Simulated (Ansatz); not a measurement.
# ZrS2: the cost of one run

Method: DFT PBEsol, frozen-core PAW, scalar-relativistic unless said, in Ansatz 0.2.0.

## 1. The system as given

The structure is trigonal, space group P-3m1 (No. 164). Conventional cell: a = 3.691 Å, b = 3.691 Å, c = 6.041 Å, α = 90.00°, β = 90.00°, γ = 120.00°. Zr (site symmetry -3m) has 6 S at 2.57 Å as nearest neighbours. S (site symmetry 3m) is surrounded by 3 Zr at 2.57 Å.

Coordinates:

```
CELL_PARAMETERS angstrom
3.69138 0.00000 0.00000
-1.84569 3.19683 0.00000
0.00000 0.00000 6.04108
ATOMIC_POSITIONS crystal
Zr 0.00000 0.00000 0.00000
S 0.66667 0.33333 0.76209
S 0.33333 0.66667 0.23791
```

Cartesian axes are those of the input's lattice vectors. The structure goes back to a database entry.

## 2. Cell and atoms relaxed, PAW

input.yaml

```yaml
crystal:
  lattice:
    - [3.69138254979, 0.0, 0.0]
    - [-1.8456912749, 3.19683106321, 0.0]
    - [0.0, 0.0, 6.04107701]
  atoms:
    - { symbol: Zr, position: [0.0, 0.0, 0.0] }
    - { symbol: S, position: [0.666666666667, 0.333333333333, 0.76209003] }
    - { symbol: S, position: [0.333333333333, 0.666666666667, 0.23790997] }
kpoints:
  mp_grid: { grid: [10, 10, 6] }
scf:
  occupations: { method: fermi_dirac, width: 0.1 }
hamiltonian:
  xc: pbesol
  pseudopotentials: { kind: paw }
relax:
  f_tol: 0.002
  max_steps: 80
  cell: {}
output:
  forces: true
  stress: true
```

Launch:

```console
> ansatz run input.yaml --threads 1 --pin off --max-ram 3072MiB --backend cpu --events-out ev --progress --plain --runs-dir out
```

**Question.** How long does this run take on 1 thread of Intel Xeon 6975P-C (Granite Rapids), shared host, and how much memory does it need?

About 15 s, with a peak of 0.45 GiB.
